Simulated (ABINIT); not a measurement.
# Ti (Im-3m) in ABINIT: a series of runs, part 3 of 3

ABINIT 10.8.3 (patched build).

### Step 4. Band structure, LDA

run.abi reads:

```
ndtset 2

pp_dirpath "./"
pseudos "Ti.hgh"

acell 3*1.0 Angstrom
rprim
    -1.6410000000     1.6410000000     1.6410000000
     1.6410000000    -1.6410000000     1.6410000000
     1.6410000000     1.6410000000    -1.6410000000
ntypat 1
znucl 22
natom 1
typat 1
xred
     0.0000000000     0.0000000000     0.0000000000

ecut 22.0

ixc 7

occopt 3
tsmear 0.05 eV

nstep 100

iomode 3
prtwf 0
prteig 0
prtebands 0
prtden1 1
prtvha1 1
prtvclmb1 1
prtpot1 1
prtelf1 1

kptopt1 1
ngkpt1 11 11 11
nshiftk1 1
shiftk1 0.0 0.0 0.0
nband1 6
tolvrs1 1.0e-10

iscf2 -2
getden2 1
nband2 12
nbdbuf2 4
tolwfr2 1.0e-11
kptopt2 -5
ndivsm2 5
prteig2 1
kptbounds2
     0.0000000000     0.0000000000     0.0000000000
     0.5000000000    -0.5000000000     0.5000000000
     0.0000000000     0.0000000000     0.5000000000
     0.0000000000     0.0000000000     0.0000000000
     0.2500000000     0.2500000000     0.2500000000
     0.5000000000    -0.5000000000     0.5000000000
```

Potentials or basis: HGH LDA.

Started as:

```console
abinit run.abi > log 2>&1
```

run.abo:

```text
.Version 10.8.3 of ABINIT
 DATASET    1 : space group Im -3 m (#229); Bravais cI (body-center cubic)
================================================================================
 Values of the parameters that define the memory need for DATASET  1.
     intxc =       0    ionmov =       0      iscf =       7    lmnmax =       6
     lnmax =       6     mgfft =      24  mpssoang =       3    mqgrid =    3001
     natom =       1  nloc_mem =       1    nspden =       1   nspinor =       1
    nsppol =       1      nsym =      48    n1xccc =       0    ntypat =       1
    occopt =       3   xclevel =       1
       mpw =         603          nfft =       13824          nkpt =          56
================================================================================
================================================================================

 DATASET    2 : space group Im -3 m (#229); Bravais cI (body-center cubic)
================================================================================
 Values of the parameters that define the memory need for DATASET  2.
     intxc =       0    ionmov =       0      iscf =      -2    lmnmax =       6
     lnmax =       6     mgfft =      24  mpssoang =       3    mqgrid =    3001
     natom =       1  nloc_mem =       1    nspden =       1   nspinor =       1
    nsppol =       1      nsym =      48    n1xccc =       0    ntypat =       1
    occopt =       3   xclevel =       1
       mpw =         606          nfft =       13824          nkpt =          30
================================================================================
================================================================================

--------------------------------------------------------------------------------
------------- Echo of variables that govern the present computation ------------
--------------------------------------------------------------------------------
 -outvars: echo values of preprocessed input variables --------
            acell      1.8897261259E+00  1.8897261259E+00  1.8897261259E+00 Bohr
              amu      4.78800000E+01
             ecut      2.20000000E+01 Hartree
           getden1          0
           getden2          1
             iscf1          7
             iscf2         -2
[... 429 lines left out ...]

 ----iterations are completed or convergence reached----

 Mean square residual over all n,k,spin=   30.500E-13; max=  96.993E-13
 reduced coordinates (array xred) for    1 atoms
       0.000000000000      0.000000000000      0.000000000000

 cartesian coordinates (angstrom) at end:
    1      0.00000000000000     0.00000000000000     0.00000000000000
 length scales=  1.889726125908  1.889726125908  1.889726125908 bohr
              =  1.000000000000  1.000000000000  1.000000000000 angstroms
 Eigenvalues (hartree) for nkpt=  30  k points:
 kpt#   1, nband= 12, wtk=  1.00000, kpt=  0.0000  0.0000  0.0000 (reduced coord)
  -0.05337    0.20580    0.20580    0.20580    0.27424    0.27424    0.84496    0.84496
   0.84496    1.05867    1.05867    1.05891
 kpt#   2, nband= 12, wtk=  1.00000, kpt=  0.0714 -0.0714  0.0714 (reduced coord)
  -0.04109    0.20734    0.20734    0.21092    0.26482    0.27806    0.82526    0.85752
   0.85752    0.94582    1.02069    1.02069
 kpt#   3, nband= 12, wtk=  1.00000, kpt=  0.1429 -0.1429  0.1429 (reduced coord)
  -0.00641    0.20590    0.20590    0.22488    0.23545    0.28780    0.79601    0.83547
   0.85258    0.85258    0.99228    0.99228
 kpt#   4, nband= 12, wtk=  1.00000, kpt=  0.2143 -0.2143  0.2143 (reduced coord)
   0.04313    0.19555    0.21169    0.21169    0.24796    0.30010    0.75922    0.77433
   0.77433    0.77728    1.05670    1.05670
 kpt#   5, nband= 12, wtk=  1.00000, kpt=  0.2857 -0.2857  0.2857 (reduced coord)
   0.08987    0.15746    0.22977    0.22977    0.27322    0.31409    0.67776    0.67776
   0.73049    0.77050    1.11394    1.15935
 kpt#   6, nband= 12, wtk=  1.00000, kpt=  0.3571 -0.3571  0.3571 (reduced coord)
   0.10885    0.12541    0.25882    0.25882    0.29609    0.35652    0.58386    0.58386
[... 59 lines left out ...]
   0.13686    0.15179    0.15179    0.28412    0.28412    0.47075    0.47075    0.50249
   0.74706    0.99268    0.99268    1.23476
 kpt#  27, nband= 12, wtk=  1.00000, kpt=  0.3750 -0.1250  0.3750 (reduced coord)
   0.14010    0.14010    0.16312    0.28444    0.28444    0.47117    0.47117    0.50575
   0.86595    0.89633    0.89633    1.12487
 kpt#  28, nband= 12, wtk=  1.00000, kpt=  0.4167 -0.2500  0.4167 (reduced coord)
   0.12121    0.12121    0.21507    0.29485    0.29485    0.47431    0.47431    0.50300
   0.82553    0.82553    0.87597    1.14516
 kpt#  29, nband= 12, wtk=  1.00000, kpt=  0.4583 -0.3750  0.4583 (reduced coord)
   0.10451    0.10451    0.28118    0.31215    0.31215    0.47135    0.47135    0.48617
   0.78395    0.78395    0.80711    1.23944
 kpt#  30, nband= 12, wtk=  1.00000, kpt=  0.5000 -0.5000  0.5000 (reduced coord)
   0.09856    0.09856    0.32283    0.32283    0.32283    0.46771    0.46771    0.46771
   0.77152    0.77152    0.77600    1.25202

== END DATASET(S) ==============================================================
================================================================================

 -outvars: echo values of variables after computation  --------
            acell      1.8897261259E+00  1.8897261259E+00  1.8897261259E+00 Bohr
           etotal1    -3.5192675678E+00
            fcart1    -0.0000000000E+00 -0.0000000000E+00 -0.0000000000E+00
            rprim     -1.6410000000E+00  1.6410000000E+00  1.6410000000E+00
                       1.6410000000E+00 -1.6410000000E+00  1.6410000000E+00
                       1.6410000000E+00  1.6410000000E+00 -1.6410000000E+00
           strten1     1.3560170875E-03  1.3560170875E-03  1.3560170875E-03
                       0.0000000000E+00  0.0000000000E+00  0.0000000000E+00
 Calculation completed.
```

Wall time 9.8 s (1 thread of Arm Neoverse N1, shared host); peak memory 0.12 GiB.

What came out:

```
Free energy                                           : -95.7641 eV
Band gap on the k mesh                                : none (metal or under the smearing width)
Valence electrons inside the program's atomic spheres : Ti 1.74 (radii [1.0584] Å)
```

Levels at the corners of the path, in eV from the Fermi level:
```tsv
point	band 1	band 2	band 3	band 4	band 5	band 6	band 7
Γ	-6.09	0.96	0.96	0.96	2.83	2.83	18.36
H	-1.95	-1.95	4.15	4.15	4.15	8.09	8.09
N	-2.39	-0.36	0.93	2.82	3.26	4.44	8.93
Γ	-6.09	0.96	0.96	0.96	2.83	2.83	18.36
P	-0.65	-0.65	-0.65	3.24	3.24	9.01	9.34
H	-1.95	-1.95	4.15	4.15	4.15	8.09	8.09
```

Caveat: the cutoff is too short for stress, so the log's stress isn't used; HGH potentials are hard and often keep d shells in the core, so these values are rough.

### Step 5. Band structure, PBEsol

run.abi, as its differences from that of step 4:

```diff
@@ -3,3 +3,3 @@
 pp_dirpath "./"
-pseudos "Ti.hgh"
+pseudos "Ti.upf"
 
@@ -17,5 +17,5 @@
 
-ecut 22.0
+ecut 42.0
 
-ixc 7
+ixc -116133
 
@@ -40,3 +40,3 @@
 shiftk1 0.0 0.0 0.0
-nband1 6
+nband1 10
 tolvrs1 1.0e-10
@@ -45,3 +45,3 @@
 getden2 1
-nband2 12
+nband2 16
 nbdbuf2 4
@@ -49,3 +49,3 @@
 kptopt2 -5
-ndivsm2 5
+ndivsm2 8
 prteig2 1
```

Potentials or basis: PseudoDojo NC SR PBEsol v0.4.1 standard.

Started as:

```console
abinit run.abi > log 2>&1
```

Run time: 48 s. Hardware: 1 thread of Arm Neoverse N1, shared host; peak memory 0.12 GiB.

The run converged. Its results:

```yaml
Free_energy: -1613.5364 eV
Pressure: -6.7 GPa
Band_gap_on_the_k_mesh: none (metal or under the smearing width)
Valence_electrons_inside_the_program's_atomic_spheres: Ti 9.52 (radii [1.0584] Å)
```

Levels at the corners of the path, in eV from the Fermi level:
| point | band 3 | band 4 | band 5 | band 6 | band 7 | band 8 | band 9 | band 10 |
| --- | --- | --- | --- | --- | --- | --- | --- | --- |
| Γ | -32.28 | -32.28 | -5.90 | 0.99 | 0.99 | 0.99 | 2.73 | 2.73 |
| H | -32.73 | -32.73 | -2.04 | -2.04 | 3.88 | 3.88 | 3.88 | 8.20 |
| N | -32.49 | -32.29 | -2.41 | -0.38 | 1.09 | 2.71 | 3.06 | 4.23 |
| Γ | -32.28 | -32.28 | -5.90 | 0.99 | 0.99 | 0.99 | 2.73 | 2.73 |
| P | -32.60 | -32.60 | -0.60 | -0.60 | -0.60 | 3.11 | 3.11 | 8.95 |
| H | -32.73 | -32.73 | -2.04 | -2.04 | 3.88 | 3.88 | 3.88 | 8.20 |

### Step 6. Band structure, AM05

run.abi, as its differences from that of step 5:

```diff
@@ -1,6 +1,9 @@
+# Datasets: ground state, then fixed potential
 ndtset 2
 
+# Pseudopotentials
 pp_dirpath "./"
-pseudos "Ti.upf"
+pseudos "Ti.GGA_PBE-JTH.xml"
 
+# Structure
 acell 3*1.0 Angstrom
@@ -17,11 +20,17 @@
 
-ecut 42.0
+# Plane-wave basis
+ecut 15.0
+pawecutdg 30.0
 
-ixc -116133
+# Exchange and correlation
+ixc -120135
 
+# Bands and occupations
 occopt 3
-tsmear 0.05 eV
+tsmear 0.00183747
 
+# SCF cycle
 nstep 100
 
+# Output
 iomode 3
@@ -30,8 +39,6 @@
 prtebands 0
+enunit 1
 prtden1 1
-prtvha1 1
-prtvclmb1 1
-prtpot1 1
-prtelf1 1
 
+# Dataset 1
 kptopt1 1
@@ -41,4 +48,5 @@
 nband1 10
-tolvrs1 1.0e-10
+tolvrs1 1.0e-9
 
+# Dataset 2: bands along G-H-N-G-P-H
 iscf2 -2
```

Potentials or basis: JTH PAW PBE v2.0.

Started as:

```console
abinit run.abi > log 2>&1
```

Run time: 16 s. Hardware: 1 thread of Arm Neoverse N1, shared host; peak memory 0.12 GiB.

The run converged. Its results:

- Free energy: -1593.2143 eV
- Pressure: -6.3 GPa
- Band gap on the k mesh: none (metal or under the smearing width)
- Valence electrons inside the program's atomic spheres: Ti 10.14 (radii [1.2214] Å)

Levels at the corners of the path, in eV from the Fermi level:
```
point  band 2  band 3  band 4  band 5  band 6  band 7  band 8  band 9  band 10  band 11
    Γ  -32.24  -32.24  -32.24   -5.90    0.99    0.99    0.99    2.72     2.72    17.34
    H  -32.68  -32.68  -32.68   -2.05   -2.05    3.87    3.87    3.87     8.22     8.22
    N  -32.88  -32.44  -32.24   -2.41   -0.38    1.10    2.70    3.05     4.21     8.62
    Γ  -32.24  -32.24  -32.24   -5.90    0.99    0.99    0.99    2.72     2.72    17.34
    P  -32.56  -32.56  -32.56   -0.60   -0.60   -0.60    3.11    3.11     8.93     8.93
    H  -32.68  -32.68  -32.68   -2.05   -2.05    3.87    3.87    3.87     8.22     8.22
```

Caveat: the PAW data sets were made with another functional, which shifts forces and pressure a little.

### Step 7. Overview

```csv
task,level,potentials or basis,cutoff (eV),fine-grid cutoff,gap on the mesh (eV),pressure (GPa),V0 of scaled cells (Å³/atom),B0 (GPa)
equation of state,PBE+D2,JTH PAW PBE v2.0,408,816.342 eV,-,-,17.27,107
equation of state,PBE,SG15 NC PBE v1.2,1143,-,-,-,17.26,105
band structure,PBEsol,PseudoDojo NC SR PBEsol v0.4.1 standard,1143,-,none,-6.7,-,-
band structure,AM05,JTH PAW PBE v2.0,408,816.342 eV,none,-6.3,-,-
```

Alike in all rows: no spin polarisation; cell as given; k mesh 11 × 11 × 11; smearing fermi-dirac 0.05 eV.

Caveats: pressures at fixed basis lie under the slope of the energies (some runs); the PAW data sets were made with another functional, which shifts forces and pressure a little (some runs).

Absolute energies hang on the potentials; compare differences alone.
